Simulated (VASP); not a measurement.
# SnO2 (Cassiterite) (P4_2/mnm) in VASP: a series of runs

The runs below take SnO2 (Cassiterite) through dielectric tensor, with PBE.

Program: VASP 6.6.1. These are calculated values, not measurements. Logs are shortened: lines on timing, memory, paths and dates and some standing lists are left out, and cuts for length are marked.

**1. The crystal as given**

It takes space group P4_2/mnm (No. 136, tetragonal). Conventional cell: a = 4.738 Å, b = 4.738 Å, c = 3.187 Å, α = 90.00°, β = 90.00°, γ = 90.00°. Around Sn (site symmetry mmm) lie 6 O at 2.05 to 2.06 Å. Around O (site symmetry m2m) lie 3 Sn at 2.05 to 2.06 Å.

**2. Dielectric tensor, PBE**

The input, INCAR:

```
SYSTEM = SnO2
PREC     = Accurate       ! precision mode
ENCUT    = 460            ! plane-wave cutoff, eV
EDIFF    = 1E-8           ! SCF threshold, eV
ISMEAR   = 0              ! smearing method
SIGMA    = 0.01           ! smearing width, eV
LREAL    = .FALSE.        ! projectors in reciprocal space
LASPH    = .TRUE.         ! aspherical terms in the spheres
NELM     = 100            ! most SCF steps
ALGO     = Normal         ! electronic algorithm
ISIF     = 2              ! what is computed and relaxed
LWAVE    = .FALSE.        ! write WAVECAR
LCHARG   = .FALSE.        ! write CHGCAR
GGA      = PE             ! functional
LEPSILON = .TRUE.         ! dielectric tensor by DFPT
```

The input, KPOINTS:

```
regular mesh
0
G
  4 4 5
  0 0 0
```

The input, POSCAR:

```
SnO2
1.0
    4.7380000000      0.0000000000      0.0000000000
    0.0000000000      4.7380000000      0.0000000000
    0.0000000000      0.0000000000      3.1865000000
Sn O
2 4
Direct
    0.5000000000      0.5000000000      0.5000000000
    0.0000000000      0.0000000000      0.0000000000
    0.8071000000      0.1929000000      0.5000000000
    0.6929000000      0.6929000000      0.0000000000
    0.1929000000      0.8071000000      0.5000000000
    0.3071000000      0.3071000000      0.0000000000
```

Potentials or basis: VASP PAW PBE potentials, release 64 (Sn_d, O).

Run with:

```
$ cat potpaw_PBE.64/Sn_d/POTCAR potpaw_PBE.64/O/POTCAR > POTCAR
$ mpirun -np 1 vasp_std > vasp.out
```

OUTCAR:

```text
SYSTEM = SnO2
   PREC = Accurate
   ENCUT = 460
   EDIFF = 1E-8
   ISMEAR = 0
   LREAL = .FALSE.
   LASPH = .TRUE.
   NELM = 100
   ISIF = 2
   GGA = PE
   LEPSILON = .TRUE.

 Found     18 irreducible k-points:

 Following reciprocal coordinates:
            Coordinates               Weight
  0.000000  0.000000  0.000000      1.000000
  0.250000  0.000000  0.000000      4.000000
  0.500000  0.000000  0.000000      2.000000
  0.250000  0.250000  0.000000      4.000000
  0.500000  0.250000  0.000000      4.000000
  0.500000  0.500000  0.000000      1.000000
   k-points           NKPTS =     18   k-points in BZ     NKDIM =     18   number of bands    NBANDS=     31
   number of dos      NEDOS =    301   number of ions     NIONS =      6
   total plane-waves  NPLWV =  31104
   dimension x,y,z NGX =    36 NGY =   36 NGZ =   24
   dimension x,y,z NGXF=    72 NGYF=   72 NGZF=   48
   ions per type =               2   4
   NGX,Y,Z   is equivalent  to a cutoff of  12.63, 12.63, 12.52 a.u.
   NGXF,Y,Z  is equivalent  to a cutoff of  25.26, 25.26, 25.04 a.u.
 SYSTEM =  SnO2
   PREC   = accura    normal or accurate (medium, high low for compatibility)
   ISTART =      0    job   : 0-new  1-cont  2-samecut
   ICHARG =      2    charge: 1-file 2-atom 10-const
   ISPIN  =      1    spin polarized calculation?
   LNONCOLLINEAR =      F non collinear calculations
   LSORBIT =      F    spin-orbit coupling
   LASPH  =      T    aspherical Exc in radial PAW
   ENCUT  =  460.0 eV  33.81 Ry    5.81 a.u.   8.29  8.29  5.57*2*pi/ulx,y,z
   NELM   =    100;   NELMIN=  2; NELMDL= -5     # of ELM steps
   EDIFF  = 0.1E-07   stopping-criterion for ELM
   LREAL  =      F    real-space projection
   EDIFFG = 0.1E-06   stopping-criterion for IOM
   NSW    =      0    number of steps for IOM
   IBRION =     -1    ionic relax: 0-MD 1-quasi-New 2-CG
   NFREE  =      0    steps in history (QN), initial steepest desc. (CG)
   ISIF   =      2    stress and relaxation
   ISYM   =      2    0-nonsym 1-usesym 2-fastsym
   POTIM  = 0.5000    time-step for ionic-motion
   TEBEG  =    0.0;   TEEND  =   0.0 temperature during run
   PSTRESS=    0.0 pullay stress
   NELECT =      52.0000    total number of electrons
   NUPDOWN=      -1.0000    fix difference up-down
   EMIN   =  10.00;   EMAX   =-10.00  energy-range for DOS
   EFERMI =   0.00;   METHOD = LEGACY
   ISMEAR =     0;   SIGMA  =   0.01  broadening in eV -4-tet -1-fermi 0-gaus
   EFERMI_NEDOS =   21; number of points for ismear=-14 and -15
   IALGO  =     38    algorithm
   IMIX   =      4    mixing-type and parameters
     AMIX     =   0.40;   BMIX     =  1.00
     AMIX_MAG =   1.60;   BMIX_MAG =  1.00
  volume/ion in A,a.u.               =      11.92        80.45
  Fermi-wavevector in a.u.,A,eV,Ry     =   1.472000  2.781677 29.480903  2.166785
  Thomas-Fermi vector in A             =   2.587068
   LORBIT       =      0    0 simple, 1 ext, 2 COOP (PROOUT), +10 PAW based schemes
   GGA     = PE    functional components
   LHFCALC =     F    Hartree Fock is set to
   AEXX    =    0.0000 exact exchange contribution
   IVDW    =     0    specifies the selected vdW correction
   LEPSILON=     T    determine dielectric tensor
   LRPA    =     F    only Hartree local field effects (RPA)
 non-spin polarized calculation
 Gauss-broadening in eV      SIGMA  =   0.01
  energy-cutoff  :      460.00
  volume of cell :       71.53
 maximum number of plane-waves:      1632
 NGX is ok and might be reduce to    36
   NGX = 17   NGY = 17   NGZ = 11

--------------------------------------- Ionic step        1  -------------------------------------------

 number of electron      51.9999993 magnetization

 E-fermi :   6.1867     XC(G=0): -11.2573

 val. band max:        6.1435931685   @ k =   0.0000   0.0000   0.0000
 cond. band min:       7.4165871007   @ k =   0.0000   0.0000   0.0000
 fundamental gap:      1.2729939321
 Fermi energy:         6.1866537374

 k-point     1 :       0.0000    0.0000    0.0000
  band No.  band energies     occupation
      1     -14.9637      2.00000
      2     -14.1859      2.00000
      3     -13.9031      2.00000
      4     -13.8810      2.00000
      5     -13.8810      2.00000
      6     -13.8010      2.00000
[... 23 lines left out ...]
     30      12.4937      0.00000
     31      16.6309      0.00000

 k-point     2 :       0.2500    0.0000    0.0000
  band No.  band energies     occupation
      1     -14.8680      2.00000
      2     -14.2990      2.00000
      3     -13.9031      2.00000
      4     -13.8773      2.00000
      5     -13.8772      2.00000
      6     -13.8683      2.00000
[... 23 lines left out ...]
     30      12.9319      0.00000
     31      17.0544      0.00000

 k-point     3 :       0.5000    0.0000    0.0000
  band No.  band energies     occupation
      1     -14.6058      2.00000
      2     -14.6058      2.00000
      3     -13.9010      2.00000
      4     -13.9010      2.00000
      5     -13.8733      2.00000
      6     -13.8733      2.00000
[... 23 lines left out ...]
     30      13.2359      0.00000
     31      17.1207      0.00000

 k-point     4 :       0.2500    0.2500    0.0000
  band No.  band energies     occupation
      1     -14.8188      2.00000
      2     -14.4217      2.00000
      3     -13.9006      2.00000
      4     -13.8823      2.00000
      5     -13.8759      2.00000
      6     -13.8733      2.00000
[... 23 lines left out ...]
     30      13.2128      0.00000
     31      16.8280      0.00000

 k-point     5 :       0.5000    0.2500    0.0000
  band No.  band energies     occupation
      1     -14.6569      2.00000
      2     -14.6569      2.00000
      3     -13.8874      2.00000
      4     -13.8874      2.00000
      5     -13.8786      2.00000
      6     -13.8786      2.00000
[... 23 lines left out ...]
     30      13.4624      0.00000
     31      17.0712      0.00000

 k-point     6 :       0.5000    0.5000    0.0000
  band No.  band energies     occupation
      1     -14.7029      2.00000
      2     -14.7029      2.00000
      3     -13.8836      2.00000
      4     -13.8836      2.00000
      5     -13.8768      2.00000
      6     -13.8768      2.00000
[... 23 lines left out ...]
     30      13.6695      0.00000
     31      17.1512      0.00000

 [... further k-points ...]

  FORCE on cell =-STRESS in cart. coord.  units (eV):
  Direction    XX          YY          ZZ          XY          YZ          ZX
  --------------------------------------------------------------------------------------
  -------------------------------------------------------------------------------------
  Total        4.3843020      4.3843020      5.9090395     -0.0000000      0.0000000      0.0000000
  in kB       98.1989861     98.1989861    132.3498469     -0.0000000      0.0000000      0.0000000
  external PRESSURE =     109.5826064 kB  Pullay stress =       0.0000000 kB

 VOLUME and BASIS-vectors are now :
 -----------------------------------------------------------------------------
  energy-cutoff  :      460.00
  volume of cell :       71.53
      direct lattice vectors                 reciprocal lattice vectors
     4.738000000  0.000000000  0.000000000     0.211059519  0.000000000  0.000000000
     0.000000000  4.738000000  0.000000000     0.000000000  0.211059519  0.000000000
     0.000000000  0.000000000  3.186500000     0.000000000  0.000000000  0.313823945

 POSITION                                       TOTAL-FORCE (eV/Angst)
 -----------------------------------------------------------------------------------
      2.36900      2.36900      1.59325        -0.000000      0.000000      0.000000
      0.00000      0.00000      0.00000        -0.000000      0.000000      0.000000
      3.82404      0.91396      1.59325        -0.207839      0.207839      0.000000
      3.28296      3.28296      0.00000         0.207839      0.207839      0.000000
      0.91396      3.82404      1.59325         0.207839     -0.207839     -0.000000
      1.45504      1.45504      0.00000        -0.207839     -0.207839     -0.000000
 -----------------------------------------------------------------------------------
    total drift:                               -0.000000      0.000000      0.000000

  FREE ENERGIE OF THE ION-ELECTRON SYSTEM (eV)
  ---------------------------------------------------
  free  energy   TOTEN  =       -37.1702874535 eV

  energy  without entropy=      -37.1702874535  energy(sigma->0) =      -37.17028745

 HEAD OF MICROSCOPIC STATIC DIELECTRIC TENSOR (INDEPENDENT PARTICLE, excluding Hartree and local field effects)
 ------------------------------------------------------
           4.513359     0.000000     0.000000
           0.000000     4.513359     0.000000
           0.000000     0.000000     4.750387
 ------------------------------------------------------

 Free energy of the ion-electron system (eV)
  ---------------------------------------------------
  ---------------------------------------------------
  free energy    TOTEN  =        -0.72423859 eV

  energy without entropy =       -0.72423859

------------------------ aborting loop because EDIFF is reached ----------------------------------------

--------------------------------------- Ionic step        2  -------------------------------------------

------------------------ aborting loop because EDIFF is reached ----------------------------------------

--------------------------------------- Ionic step        3  -------------------------------------------

 Free energy of the ion-electron system (eV)
  ---------------------------------------------------
  ---------------------------------------------------
  free energy    TOTEN  =        -0.77388975 eV

  energy without entropy =       -0.77388975

------------------------ aborting loop because EDIFF is reached ----------------------------------------

 PIEZOELECTRIC TENSOR FIELD DIRECTION 3  (e Angst)
 -----------------------------------------------------------------------------
     0.00107 -0.00000  0.00000           ( -0.00001 -0.00000  0.00000)
    -0.00000  0.00107  0.00000           ( -0.00000 -0.00001  0.00000)
     0.00000  0.00000 -0.00365           (  0.00000  0.00000 -0.00014)

 PIEZOELECTRIC TENSOR FIELD DIRECTION 3  (C/m^2)
 -----------------------------------------------------------------------------
     0.00024 -0.00000  0.00000
    -0.00000  0.00024  0.00000
     0.00000  0.00000 -0.00082

 MACROSCOPIC STATIC DIELECTRIC TENSOR (including local field effects in DFT)
 ------------------------------------------------------
           4.439285     0.000000     0.000000
          -0.000000     4.439285     0.000000
           0.000000     0.000000     4.666368
 ------------------------------------------------------

 PIEZOELECTRIC TENSOR (including local field effects)  for field in x, y, z        (e  Angst)
          XX          YY          ZZ          XY          YZ          ZX
  --------------------------------------------------------------------------------
  x     0.00000     0.00000     0.00000     0.00000     0.00000     0.00000
  y     0.00000     0.00000     0.00000     0.00000     0.00000     0.00000
  z     0.00000     0.00000     0.00000     0.00000     0.00000     0.00000

 PIEZOELECTRIC TENSOR (including local field effects)  for field in x, y, z        (C/m^2)
          XX          YY          ZZ          XY          YZ          ZX
  --------------------------------------------------------------------------------
  x     0.00000     0.00000     0.00000     0.00000     0.00000     0.00000
  y     0.00000     0.00000     0.00000     0.00000     0.00000     0.00000
  z     0.00000     0.00000     0.00000     0.00000     0.00000     0.00000

 BORN EFFECTIVE CHARGES (including local field effects) (in |e|, cummulative output)
 ---------------------------------------------------------------------------------
 ion    1
    1     4.08072    -0.44711     0.00000
    2    -0.44711     4.08072     0.00000
    3     0.00000     0.00000     4.47516
 ion    2
    1     4.08072     0.44711     0.00000
    2     0.44711     4.08072     0.00000
    3     0.00000     0.00000     4.47516
 ion    3
    1    -2.04036     0.70482     0.00000
    2     0.70482    -2.04036     0.00000
    3     0.00000     0.00000    -2.23758
 ion    4
    1    -2.04036    -0.70482     0.00000
    2    -0.70482    -2.04036     0.00000
    3     0.00000     0.00000    -2.23758
 ion    5
    1    -2.04036     0.70482     0.00000
    2     0.70482    -2.04036     0.00000
    3     0.00000     0.00000    -2.23758
 ion    6
    1    -2.04036    -0.70482     0.00000
    2    -0.70482    -2.04036     0.00000
    3     0.00000     0.00000    -2.23758
```

Run time: 12 min. Hardware: 1 thread of AMD EPYC 7R43 (Zen 3), shared host; peak memory 0.24 GiB.

The run converged, but some of its settings lie outside the range that counts as converged, so its numbers aren't taken as properties of the crystal.

Results:

* Band gap on the k mesh: 1.27 eV, direct
* Electronic dielectric tensor (diagonal): 4.44, 4.44, 4.67
* Born charges (mean of the diagonal): Sn +4.21; O -2.11 e

Caveat: the cutoff is under 1.25 times the usual one of these potentials, so pressure, stress and relaxed cells hold a basis-set (Pulay) error; spin-orbit coupling is left out, which moves the levels of the heavy elements.

(Part 1 of 2 ends here.)
